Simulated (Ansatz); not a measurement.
**CdS: experiment and calculation**

**Measured values to compare with.**

A printed reference work, monograph reports, for a bulk crystal of CdS at 300 K: lattice constant a 5.825 Å.

The results are compared with them further down.

These are results of DFT PBE, scalar-relativistic, plane waves, PAW (Ansatz 0.2.0), not measurements.

Plane waves to 420 eV, a k mesh through Γ of 8×8×8 on the computed 2-atom cell and Gaussian smearing (0.02 eV); no spin polarisation.

Relaxed structure, symmetry kept:

```
Cd S
1.0
     0.00000    2.96321    2.96321
     2.96321    0.00000    2.96321
     2.96321    2.96321    0.00000
Cd S
1 1
Direct
  0.00000 0.00000 0.00000
  0.25000 0.25000 0.25000
```

| Property | Result |
| --- | --- |
| Space group | F-43m (No. 216) |
| Volume per atom | 26.02 Å³ |
| Formation energy from the elements' standard states (uncorrected) | -0.658 eV/atom |
| Kohn–Sham band gap | 1.04 eV, direct at Γ |
| Löwdin character of the top 1 eV of the valence band | S 3p 90 % |
| Löwdin character of the lowest 1 eV of the conduction band | Cd 5s 58 %, S 3p 21 %, S 3s 19 % |
| Electron masses at the edge by Cartesian direction of the standard setting (m_e; degenerate bands sorted by energy; no spin-orbit coupling) | x: 0.12; y: 0.12; z: 0.12 |
| Hole masses at the edge by Cartesian direction of the standard setting (m_e; degenerate bands sorted by energy; no spin-orbit coupling) | x: 0.82, 0.82, 0.13; y: 0.82, 0.82, 0.13; z: 0.82, 0.82, 0.13 |
| Bulk modulus | 53 GPa |
| Its pressure derivative | 4.6 |
| Bader charges (e) | Cd (1 in the cell) 0.86, S (1 in the cell) -0.86 |

Measured lattice constant a of CdS: 5.825 Å (300 K; a printed reference work, monograph). This calculation gives 5.926 Å (+1.7 %). The calculation is for 0 K without zero-point motion.

This zinc-blende form isn't the usual stable structure of the compound.